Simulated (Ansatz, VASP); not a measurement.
## Fe in VASP and in Ansatz

```
CELL_PARAMETERS angstrom
2.40152 0.00000 0.00000
0.00000 2.40152 0.00000
0.00000 0.00000 2.40152
ATOMIC_POSITIONS crystal
Fe 0.00000 0.00000 0.00000
```

Alike in both runs: functional r2SCAN; k mesh 8 × 8 × 8; occupations gaussian, width 0.1 eV; collinear spin.

Ansatz relaxed the structure, and its values are those at the end. VASP's run is a single point on that final structure, the one shown.

|  | VASP | Ansatz |
| --- | --- | --- |
| version | VASP 6.6.1 | Ansatz 0.2.0 |
| potentials or method | VASP PAW PBE potentials, release 64 (Fe) | scalar-relativistic, plane waves, PAW |
| plane-wave cutoff (eV) | 520 | 500 |
| valence electrons in the cell | 8 | 16 |

```csv
,VASP,Ansatz,Ansatz less VASP
gap on the k mesh at the Fermi level (eV),none,none,-
pressure (GPa),-0.3,-0.1,+0.20
net moment per atom (μB),2.75,2.75,+0.004
size of the moment on the site where the two differ most (μB),2.78,2.79,+0.009
```

Site moments also hang on the region over which each program counts them. A gap of «none» marks a metal or a gap that the smearing closes. With one functional, cell and mesh, what is left measures potentials, basis and numerics. The two sets of potentials don't hold the same shells in valence.

Caveats: the PAW data sets were made with another functional, which shifts forces and pressure a little (VASP).
